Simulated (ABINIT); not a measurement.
Runs of ABINIT 10.8.3 (patched build) on Bi. Symmetry: Im-3m, No. 229, cubic system. The conventional cell has a = 3.963 Å, b = 3.963 Å, c = 3.963 Å, α = 90.00°, β = 90.00°, γ = 90.00°. Bi (site symmetry m-3m) is surrounded by 8 Bi at 3.43 Å. This isn't the form of Bi at room conditions, which is rhombohedral.

| task | level | potentials or basis | spin | k mesh | cutoff (eV) | fine-grid cutoff | most SCF steps | thinning of the exchange mesh (fockdownsampling) | gap on the mesh (eV) | pressure (GPa) | V0 of scaled cells (Å³/atom) | B0 (GPa) |
| --- | --- | --- | --- | --- | --- | --- | --- | --- | --- | --- | --- | --- |
| band structure | LDA-PZ | JTH PAW LDA v2.0 | SOC, no magnetisation | 9 × 9 × 9 | 408 | 816.342 eV | - | - | none | - | - | - |
| equation of state | PBEsol | JTH PAW PBE v2.0 | off | 9 × 9 × 9 | 816 | 1414.99 eV | - | - | - | - | (c) | 61 |
| band structure | PBEsol | JTH PAW PBE v2.0 | SOC, no magnetisation | 9 × 9 × 9 | 599 | 1197.3 eV | - | - | none | -0.7 | - | - |
| single point | PBE0 | SPMS NC PBE v1.0 | off | 8 × 8 × 8 | 626 | - | 60 | 2 × 2 × 2 | none | - | - | - |
| equation of state | BP86+D3 | JTH PAW PBE v2.0 | off | 9 × 9 × 9 | 599 | 1197.3 eV | - | - | - | - | 30.31 | 51 |
| band structure | RPBE | JTH PAW PBE v2.0 | SOC, no magnetisation | 9 × 9 × 9 | 599 | 1197.3 eV | - | - | none | (b) | - | - |
| single point | PBEsol | JTH PAW PBE v2.0 | off | 12 × 12 × 12 | 599 | 1197.3 eV | - | - | none | -2.2 | - | - |
| band structure | TB-mBJ | JTH PAW LDA v2.0 | off | 9 × 9 × 9 | 490 | 979.61 eV | - | - | none | - | - | - |
| equation of state | PBEsol | JTH PAW PBE v2.0 sp | SOC, no magnetisation | 9 × 9 × 9 | 408 | 816.342 eV | - | - | - | - | 30.84 | (a) |
| band structure | LDA | JTH PAW LDA v2.0 | off | 9 × 9 × 9 | 408 | 816.342 eV | - | - | none | - | - | - |

Alike in all rows: cell as given; smearing fermi-dirac 0.05 eV.

Problem. Fill in the values left out.

Solution. (a) 56; (b) 3.6; (c) 30.06.

Caveats: the PAW data sets were made with another functional, which shifts forces and pressure a little (some runs); spin-orbit coupling is left out, which moves the levels of the heavy elements (some runs); pressures at fixed basis lie under the slope of the energies (some runs); the potentials were made for another functional, which shifts forces and pressure (some runs); the constant c of TB-mBJ comes from the pseudo density here, which moves gaps by up to 0.3 eV between sets of potentials (some runs); this set keeps more shells in the core, which shifts pressures and gaps (some runs).

A k mesh can miss the band edges, and rows without SOC leave out spin-orbit coupling on Bi.

A gap of «none» marks a metal or a gap under the smearing width.
